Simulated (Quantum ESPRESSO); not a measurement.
BaTiO3 (Barioperovskite) under changes of volume

One of the cells (12.867 Å³/atom); the others are scaled copies at fixed shape and fractional positions:

```
Ba Ti O
1.0
     3.98550    0.00000    0.00000
     0.00000    2.83690    2.84515
     0.00000   -2.83690    2.84515
Ba Ti O
1 1 3
Direct
  0.00000 0.00000 0.00000
  0.50000 0.51240 0.51240
  0.50000 0.99184 0.50524
  0.50000 0.50524 0.99184
  0.00000 0.48740 0.48740
```

| Item | Value |
| --- | --- |
| Program | Quantum ESPRESSO 7.5 |
| Functional | LDA |
| Potentials or basis | GBRV 1.5 LDA |
| Cutoff | 612 eV |
| Density cutoff | 4898 eV |
| k mesh | 7 × 7 × 7 |
| Occupations | fermi-dirac, width 0.05 eV |
| Spin | no spin polarisation |

```csv
volume (Å³/atom),energy over the lowest point (meV/atom),pressure (GPa),gap on the mesh (eV)
12.095,3.13,4.0,2.02
12.353,0.00,-0.3,1.97
12.610,?,?,?
12.867,12.37,-7.4,1.89
13.125,26.58,-10.5,1.84
13.382,45.34,-13.1,1.80
13.639,68.18,-15.5,1.76
```

Task: What does the run at 12.610 Å³/atom give?

Result: Energy over the lowest point 3.31 meV/atom; pressure -4.1 GPa; gap on the mesh 1.93 eV.

Worked out: A Birch-Murnaghan fit of order 3 (a polynomial in V^(-2/3)) to the other rows has its minimum at 12.34 Å³/atom with B0 = V·E''(V) = 193 GPa and B' = 4.4 at fixed shape and positions, which overstates the stiffness. It gives 3.32 meV/atom at 12.610 Å³/atom, against the run's 3.31, and -dE/dV = -3.9 GPa, against -4.1. A straight line through the other rows of the gap, of slope -2.16 eV per unit of ln V, gives 1.93 eV, against the run's 1.93.

Energies are extrapolated to zero smearing.

Caveats: spin-orbit coupling is left out, which moves the levels of the heavy elements; an odd mesh through Γ misses points on the zone boundary, where band edges often lie.
